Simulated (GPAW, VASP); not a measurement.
This is a calculation of SnO for GPAW 26.7.0 (ASE script). The cell is a database's computed one, not the measured one.

File run.py:

```python
from ase import Atoms
from ase.dft.bandgap import bandgap
from ase.io import write
from ase.units import GPa
from gpaw import GPAW, PW

atoms = Atoms(['Sn', 'Sn', 'O', 'O'],
              cell=[[3.81369522, 0.0, 0.0],
                    [0.0, 3.81369522, 0.0],
                    [0.0, 0.0, 4.8869133]],
              scaled_positions=[[0.5, 0.0, 0.76462614],
                                [0.0, 0.5, 0.23537386],
                                [0.0, 0.0, 0.0],
                                [0.5, 0.5, 0.0]],
              pbc=True)

calc = GPAW(mode=PW(800),
            xc='PBE',
            kpts={'size': (7, 7, 6), 'gamma': True},
            occupations={'name': 'methfessel-paxton', 'order': 0, 'width': 0.014},
            nbands=33,
            convergence={'density': 1e-05, 'energy': 1e-05},
            maxiter=150,
            txt='gpaw.txt')
atoms.calc = calc
energy = atoms.get_potential_energy()
forces = atoms.get_forces()
stress = atoms.get_stress()
calc.write('gs.gpw')
write('result.traj', atoms)
print(f'Energy: {energy:.6f} eV')
print('Forces (eV/A):')
print(forces.round(4))
print('Stress (GPa):', (stress / GPa).round(3))
print('Fermi level:', round(calc.get_fermi_level(), 4), 'eV')
print(f'Gap: {bandgap(calc)[0]:.4f} eV, direct: {bandgap(calc, direct=True)[0]:.4f} eV')
```

Potentials or basis: GPAW PAW data sets (gpaw-data 1.2.1), pw.

Run with:

```sh
$ OMP_NUM_THREADS=1 python run.py
```

Q: Set up the same calculation for VASP 6.6.1. Potentials or basis there: PBE PAW files O, Sn_d, 520 eV.

A: As run (cutoffs and basis follow the program's own potentials, and thresholds, step limits or extra output files can differ):

File INCAR:

```
ALGO = Normal
EDIFF = 1E-7
ENCUT = 520
GGA = PE
ISIF = 2
ISMEAR = 0
LASPH = True
LCHARG = True
LELF = True
LREAL = False
LVHAR = True
LWAVE = False
NBANDS = 28
NELM = 80
PREC = Accurate
SIGMA = 0.014
```

KPOINTS

```
k-points
0
Gamma
  7 7 6
```

POSCAR

```
SnO
1.0
    3.8136952200      0.0000000000      0.0000000000
    0.0000000000      3.8136952200      0.0000000000
    0.0000000000      0.0000000000      4.8869133000
Sn O
2 2
Direct
    0.5000000000      0.0000000000      0.7646261400
    0.0000000000      0.5000000000      0.2353738600
    0.0000000000      0.0000000000      0.0000000000
    0.5000000000      0.5000000000      0.0000000000
```

Potentials or basis: VASP PAW PBE potentials, release 64 (Sn_d, O).

Run with:

```console
$ cat potpaw_PBE.64/Sn_d/POTCAR potpaw_PBE.64/O/POTCAR > POTCAR
$ mpirun -np 1 vasp_std > vasp.out
```

Both were run:

|  | GPAW | VASP |
| --- | --- | --- |
| Pressure | 2.8 GPa | 3.8 GPa |

Pressure is positive in compression.
